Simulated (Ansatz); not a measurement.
# K and the effect of the dispersion correction

The cell as given:

It takes space group Im-3m (No. 229, cubic). The conventional cell has a = 5.395 Å, b = 5.395 Å, c = 5.395 Å, α = 90.00°, β = 90.00°, γ = 90.00°.

Kept alike: task relaxation of cell and atoms; functional PBE; k mesh 7 × 7 × 7; occupations fermi-dirac, width 0.05 eV; no spin polarisation. Program: Ansatz, Ansatz PAW, cutoff 420 eV. The mesh is that of the run's cell of 1 atom. No spin-orbit coupling.

| dispersion correction | volume (Å³/atom) |
| --- | --- |
| D3(BJ) | 69.014 |
| D3(BJ)-ATM | 69.213 |
| D4 | 70.053 |
| none | 73.250 |

The relaxations keep at least the cell's symmetry (Im-3m). For a metal such a mesh leaves the last digits unconverged. Relaxations stop with a little pressure left, so the last digits of a volume or edge aren't settled.

Problem. What does the dispersion correction change here?

Solution. The volume runs from 69.014 (D3(BJ)) to 73.250 Å³/atom (none). Against no correction: D3(BJ) -5.8 %; D3(BJ)-ATM -5.5 %; D4 -4.4 %. Dispersion terms mostly attract and so lower the volume; the schemes' coefficients and damping set how far. Measured: 75.88 Å³/atom at 293.15 K (a printed reference work); nearest none, 2.63 Å³/atom off. The runs are for a static lattice.
